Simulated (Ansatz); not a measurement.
**Sb in Ansatz: the effect of functional**

Crystal: Sb.

```
CELL_PARAMETERS angstrom
3.33202 0.00000 0.00000
-1.66601 2.88561 0.00000
0.00000 0.00000 5.43345
ATOMIC_POSITIONS crystal
Sb 0.66667 0.33333 0.75000
Sb 0.33333 0.66667 0.25000
```

This isn't the form of Sb at room conditions, which is rhombohedral.

The cell isn't the ideal one: volume scaled by 0.98.

Alike in all runs:

| Property | Result |
| --- | --- |
| Program | Ansatz 0.2.0 |
| Task | single point |
| Potentials or basis | Ansatz PAW |
| k mesh | 9 × 9 × 5 |
| Occupations | fermi-dirac, width 0.05 eV |
| Spin | no spin polarisation |

```tsv
functional	cutoff	pressure (GPa)
LDA	420 eV (not typed: the program's choice for these potentials)	-1.5
PBEsol	420 eV (not typed: the program's choice for these potentials)	?
r2SCAN	500 eV (not typed: the program's choice for these potentials)	2.0
```

**Question.** What does the run with functional PBEsol give?

**Answer.** Pressure -0.3 GPa.

Caveats: the PAW data sets come from PBE, with cores solved anew for the run's functional, which leaves a small shift of forces and pressure.
